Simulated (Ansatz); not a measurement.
# TaN: the cost of one run

Computed with Ansatz 0.2.0 (DFT LDA+U (U_eff = 4 eV on Ta d), plane waves, PAW, no spin–orbit coupling unless a run says so, unless a step's input says otherwise).

**1. The structure to begin with**

It takes space group P6_3/mmc (No. 194, hexagonal). The conventional cell has a = 3.048 Å, b = 3.048 Å, c = 4.918 Å, α = 90.00°, β = 90.00°, γ = 120.00°. Ta (site symmetry -3m) has 6 N at 2.15 Å and 2 Ta at 2.46 Å as nearest neighbours. N (site symmetry -6m2) has 6 Ta at 2.15 Å as nearest neighbours.

As a file:

```xyz
4
Lattice="3.0480 0.0000 0.0000 -1.5240 2.6396 0.0000 0.0000 0.0000 4.9180" Properties=species:S:1:pos:R:3 pbc="T T T"
Ta    0.0000    0.0000    0.0000
Ta    0.0000    0.0000    2.4590
N     0.0000    1.7598    1.2295
N     1.5240    0.8799    3.6885
```

Magnetic order typed: opposed in the cell.

**2. From atoms, symmetry kept, no search**

input.yaml

```yaml
crystal:
  lattice:
    - [3.04800184, 0.0, 0.0]
    - [-1.52400092, 2.63964703, 0.0]
    - [0.0, 0.0, 4.91799978]
  atoms:
    - { symbol: Ta, position: [0.0, 0.0, 0.0], spin: 2.0, spin_axis: [1.0, 0.0, 0.0] }
    - { symbol: Ta, position: [0.0, 0.0, 0.5], spin: 2.0, spin_axis: [-1.0, 0.0, 0.0] }
    - { symbol: "N", position: [0.3333333333, 0.6666666667, 0.25] }
    - { symbol: "N", position: [0.6666666667, 0.3333333333, 0.75] }
basis:
  ecutwfc: 420
  ecutrho_ratio: 4
kpoints:
  mp_grid: { grid: [7, 7, 4] }
hamiltonian:
  xc: lda
  hubbard:
    sites: [{ site: 0, l: d, u_eff: 4.0 }, { site: 1, l: d, u_eff: 4.0 }]
scf:
  occupations: { method: gaussian, width: 0.05 }
  lower_state_search: "off"
  max_iter: 150
output:
  forces: true
  stress: true
  eigenvalues: true
  populations: true
  hubbard: { sites: [{ site: 0, l: d }, { site: 1, l: d }] }
magnetization:
  noncollinear: true
  spin_orbit: true
```

This run includes spin–orbit coupling.

Started as:

```
> ansatz run input.yaml --threads 4 --pin off --max-ram 6144MiB --backend cpu --events-out ev --progress --plain --runs-dir out
```

What time and memory should one allow on 4 threads of Intel Xeon Platinum 8559C (Emerald Rapids), shared host?

About 14 s, with a peak of 0.78 GiB.
